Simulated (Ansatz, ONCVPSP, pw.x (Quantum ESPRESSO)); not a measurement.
**What a changed setting does to a pw.x run (fcc Ta)**

Potential: optimised norm-conserving Vanderbilt (ONCV), ONCVPSP 4.0.1.1 (patched build), PBE; core [Kr] 4d10 4f14, reference 5s2 5p6 5d3.5 6s1.5; waves: 5s+6s: rc 1.65 bohr, ncon 4, nbas 8, qcut 5.6 1/bohr, 2 projectors; 5p: rc 1.55 bohr, ncon 4, nbas 8, qcut 8.8 1/bohr, 1 projector; 5d: rc 3.10 bohr, ncon 5, nbas 10, qcut 6.1 1/bohr, 2 projectors, debl 3.5 Ha; local part: polynomial inside 1.40 bohr (lpopt 5, dvloc0 0 Ha); core correction: none.

The reference run (k-mesh 13³, cutoffs 135/540 Ry, Fermi–Dirac 0.01 Ry, mixing_beta 0.4, conv_thr 1e-9, no spin) gives -3.15 GPa at 18.931 Å³/atom, where all-electron LAPW gives -0.85 GPa. This run, with its own iteration cap, changes mixing_ndim to 2.

```
&control
  calculation='scf', prefix='x', pseudo_dir='./', outdir='./tmp', tstress=.true., disk_io='none'
/
&system
  ibrav=0, nat=1, ntyp=1, ecutwfc=135, ecutrho=540, nbnd=14,
  occupations='smearing', smearing='fd', degauss=0.01
/
&electrons
  conv_thr=1e-09, mixing_beta=0.4, electron_maxstep=70, mixing_ndim=2
/
ATOMIC_SPECIES
Ta 1.0 Ta.UPF
CELL_PARAMETERS angstrom
  0.00000000 2.11534489 2.11534489
  2.11534489 0.00000000 2.11534489
  2.11534489 2.11534489 0.00000000
ATOMIC_POSITIONS crystal
Ta 0.0000 0.0000 0.0000
K_POINTS automatic
13 13 13 0 0 0
```

```bash
pw.x < Ta.scf.in > Ta.scf.out
```

Problem. How does the run end?

Solution. It converges in 8 iterations; the free energy moves by +0.0 meV/atom and the pressure by +0.00 GPa. The result is that of the reference run.

```
Message from routine setup:
     using ibrav=0 with symmetry is DISCOURAGED, use correct ibrav instead
     lattice parameter (alat)  =       5.6532  a.u.
     unit-cell volume          =     127.7527 (a.u.)^3
     number of electrons       =        13.00
     number of Kohn-Sham states=           14
     kinetic-energy cutoff     =     135.0000  Ry
     charge density cutoff     =     540.0000  Ry
     scf convergence threshold =      1.0E-09
     Exchange-correlation= PBE
     number of k points=    84  Fermi-Dirac smearing, width (Ry)=  0.0100
     iteration #  1     ecut=   135.00 Ry     beta= 0.40
     total energy              =    -116.46520137 Ry
     estimated scf accuracy    <       0.05721197 Ry
     iteration #  2     ecut=   135.00 Ry     beta= 0.40
     total energy              =    -116.46404575 Ry
     estimated scf accuracy    <       0.01071070 Ry
     iteration #  3     ecut=   135.00 Ry     beta= 0.40
     total energy              =    -116.46530328 Ry
     estimated scf accuracy    <       0.00043778 Ry
     iteration #  4     ecut=   135.00 Ry     beta= 0.40
     total energy              =    -116.46533178 Ry
     estimated scf accuracy    <       0.00001211 Ry
     iteration #  5     ecut=   135.00 Ry     beta= 0.40
     total energy              =    -116.46533450 Ry
     estimated scf accuracy    <       0.00000028 Ry
     iteration #  6     ecut=   135.00 Ry     beta= 0.40
     total energy              =    -116.46533457 Ry
     estimated scf accuracy    <       0.00000009 Ry
     iteration #  7     ecut=   135.00 Ry     beta= 0.40
     total energy              =    -116.46533458 Ry
     estimated scf accuracy    <          3.3E-09 Ry
     iteration #  8     ecut=   135.00 Ry     beta= 0.40
     the Fermi energy is    17.8541 ev
!    total energy              =    -116.46533458 Ry
     estimated scf accuracy    <          7.4E-10 Ry
     smearing contrib. (-TS)   =      -0.00538286 Ry
     The total energy is F=E-TS. E is the sum of the following terms:
     one-electron contribution =     -20.94231831 Ry
     hartree contribution      =      14.89516024 Ry
     xc contribution           =     -13.49513104 Ry
     ewald contribution        =     -96.91766260 Ry
     convergence has been achieved in   8 iterations
          total   stress  (Ry/bohr**3)                   (kbar)     P=      -31.47
     Message from routine punch:
     Nothing written, as per user request (disk_io='none')
```

The run took about 2.2 min on one core of a shared host (Neoverse-N1, 64 threads, 124 GiB, load 58).
